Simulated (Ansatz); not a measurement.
## SnTe: all-electron results

```
Sn Te
1.0
     5.43593    0.00000    0.00000
    -2.71797    4.70766    0.00000
     0.00000    0.00000    6.52823
Sn Te
2 2
Direct
  0.33333 0.66667 0.95362
  0.66667 0.33333 0.45362
  0.33333 0.66667 0.42238
  0.66667 0.33333 0.92238
```

Atom numbers follow the list: Sn1, Sn2, Te3, Te4.

The conventional cell has a = 5.436 Å, b = 5.436 Å, c = 6.528 Å, α = 90.00°, β = 90.00°, γ = 120.00°. Around Sn (atom 1) lie 5 Te at 3.06 to 3.47 Å. Around Te (atom 3) lie 5 Sn at 3.06 to 3.47 Å.

The cell was built from the wurtzite type and relaxed in the same program, and has space group P6_3mc; it needn't be a known or the stable phase.

No spin–orbit coupling, which matters for the heavy atoms here.

All numbers are computed: DFT, PBE, all-electron LAPW, scalar-relativistic (Ansatz 0.2.0); DFT, PBE, PAW with Ansatz's default frozen-core files, scalar-relativistic (Ansatz 0.2.0); DFT, PBE, all-electron PAW with datasets made for the crystal, scalar-relativistic (Ansatz 0.2.0).

For LAPW: a Γ-centred 9×9×5 k mesh, Fermi–Dirac smearing of 0.05 eV, basis error target 1 meV/atom, no spin polarisation. PAW takes a cutoff of 420 eV at this cell. The crystal-made all-electron datasets (AE datasets) take a cutoff of 240 eV at this cell. The Ansatz runs share mesh, smearing and spin set-up. Values come from LAPW unless marked.

No spin–orbit coupling: at heavy atoms the gradients can be off by tens of per cent for that reason.

| Item | Value |
| --- | --- |
| Band gap | 0.66 eV, indirect from H (0.333, 0.333, 0.5) to the line K (0.333, 0.333, 0)–Γ |
| Smallest direct gap on the path | 0.74 eV |
| Löwdin charges (with 0.11 e of the cell spilling out of the atomic basis, so their sizes and signs hang on that basis) | Sn1 0.17, Te3 -0.11 e |
| Bader charges (from the PAW run) | Sn1 +0.64, Te3 -0.64 e |
| Field gradients Vzz (crystal-made datasets) | Sn1 -2.09 (η = 0.00), Te3 1.19 (η = 0.00) in 10²¹ V/m² |
| Volume per atom | 41.77 Å³ |
| Pressure at this cell | 0.0 kbar |
